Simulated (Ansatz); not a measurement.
**The polar optical mode of SiC, worked through**

Level of theory: Ansatz 0.2.0, DFT PBEsol, scalar-relativistic, plane waves, PAW. Settings: 420 eV plane-wave cutoff, Γ-centred 12×12×12 mesh, fixed occupations. No spin polarisation. Phonons by linear response, acoustic sum rule imposed.

Relaxed structure:
```cif
data_structure
_symmetry_space_group_name_H-M 'F-43m'
_symmetry_Int_Tables_number 216
_cell_length_a 4.3568
_cell_length_b 4.3568
_cell_length_c 4.3568
_cell_angle_alpha 90.000
_cell_angle_beta 90.000
_cell_angle_gamma 90.000
_cell_volume 82.70
loop_
_atom_site_label
_atom_site_type_symbol
_atom_site_symmetry_multiplicity
_atom_site_Wyckoff_symbol
_atom_site_fract_x
_atom_site_fract_y
_atom_site_fract_z
_atom_site_occupancy
Si1 Si 4 a 0.00000 0.00000 0.00000 1
C1 C 4 c 0.25000 0.25000 0.25000 1
```

Linear response gives ν_TO = 786.5 cm⁻¹, Born charges ±2.719 e (positive on Si) and ε∞ = 7.057. The primitive cell holds 20.675 Å³, and the masses are 28.085 and 12.011 amu.

Problem. Find ν_LO and the static dielectric constant.

Solution. The long-wave field adds a restoring force: ω_LO² − ω_TO² = Z*²e²/(ε_vac ε∞ μV). In these units ν_LO² − ν_TO² = 4.92064×10⁷ Z*²/(μ V ε∞) cm⁻², with μ = m₁m₂/(m₁ + m₂) = 8.413 amu: 296308 cm⁻². So ν_LO = √(786.5² + 296308) = 956.5 cm⁻¹, and the run gives 956.5. Lyddane–Sachs–Teller then gives ε0 = ε∞ (ν_LO/ν_TO)² = 10.44, against 10.44 in the run (it forms both from the same three quantities, so the match checks the arithmetic only). Between ν_TO and ν_LO the dielectric function is negative and an undamped crystal reflects fully: a reststrahlen band from 10.5 to 12.7 μm.

Problem. What do the Clausius–Mossotti polarisability and the Szigeti charge come to?

Solution. With the Lorentz local field, α = (3V/4π)(ε∞ − 1)/(ε∞ + 2) = 3.30 Å³ for the pair, and e_S = 3Z*/(ε∞ + 2) = 0.90 e. The Born charge includes the electrons' response to the dipole's own local field, and e_S takes that enhancement out. The Lorentz field assumes point-like polarisable ions, a poor picture once ε∞ is this large, since the electron clouds then overlap or are shared, so both numbers are formal here.

Problem. How strongly does a slow electron couple to the LO mode?

Solution. For one isotropic parabolic band, Fröhlich's constant is α_F = (1/ε∞ − 1/ε0) √(m* Ry/ħω_LO), with Ry = 13.606 eV, ħω_LO = 118.6 meV and m* in free-electron masses: α_F = 0.0459 × 10.71 × √m* = 0.49 √m*. The band mass isn't part of this run; for m* = 0.1, 0.3 and 1 it gives 0.16, 0.27, 0.49. In weak coupling the polaron lies α_F ħω_LO below the band edge (32 meV at m* = 0.3) with a mass m*(1 + α_F/6); past α_F of about 5 or 6 that expansion fails. A semilocal functional's ε∞ tends to be too large, which taken alone lowers α_F.

Cost: 1 run of about 0.45 core-minutes, on AMD EPYC 7R43 (Zen 3) (shared hosts).

Cubic SiC combines a stiff covalent lattice with a markedly polar response. Strong sp³ bonds and the light carbon atom put ν_TO at 786.5 cm⁻¹, while carbon's higher electronegativity draws the bonding electrons towards it. The Born charge of 2.719 e measures how polarisation changes as the sublattices move, including charge flow along the bonds, so it is neither a static ionic charge nor an oxidation state. It opens a clear LO–TO gap even though the valence electrons screen the long-range field strongly. The same stiffness limits the lattice contribution to ε0, which stays below the electronic one, and together with the high LO energy this keeps the Fröhlich coupling weak for all the masses tried. Both mode frequencies lie slightly below the measured ones, probably because the functional makes the bond-stretching force constant a little too soft. The coupling estimate doesn't carry over directly to real electrons in cubic SiC, whose conduction-band minima are anisotropic valleys at X, where intervalley scattering also matters.
